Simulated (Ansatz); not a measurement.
# What moves the pressure of Nb?

```xyz
1
Lattice="0.0000 2.1150 2.1150 2.1150 0.0000 2.1150 2.1150 2.1150 0.0000" Properties=species:S:1:pos:R:3 pbc="T T T"
Nb    0.0000    0.0000    0.0000
```

The conventional cell has a = 4.230 Å, b = 4.230 Å, c = 4.230 Å, α = 90.00°, β = 90.00°, γ = 90.00°. Nb (atom 1) has 12 Nb at 2.99 Å as nearest neighbours.

The cell is COD entry 1534903, as deposited and not checked against the literature; nothing was relaxed.

Theory: DFT, PBE, all-electron LAPW, scalar-relativistic in Ansatz 0.2.0.

Settings: a Γ-centred 13×13×13 k mesh, Fermi–Dirac smearing of 0.08 eV, basis error target 0.25 meV/atom, no spin polarisation.

In this reference run the pressure is -1.1 GPa (positive in compression). Each change below is made alone, on the same k mesh, with fractional coordinates held unless an atom is moved; x, y and z are the Cartesian axes.

Q: One change shifts the pressure by -1.6 GPa. Which?
A. no relativity
B. volume scaled by 0.975
C. volume scaled by 0.98
D. volume scaled by 1.01
E. equal xy, yz and zx engineering shear strains of +3 %
F. volume scaled by 1.02

A: D. The others give: equal xy, yz and zx engineering shear strains of +3 %, -0.1 GPa; volume scaled by 0.98, +3.4 GPa; volume scaled by 1.02, -3.1 GPa; volume scaled by 0.975, +4.3 GPa; no relativity, +0.8 GPa.
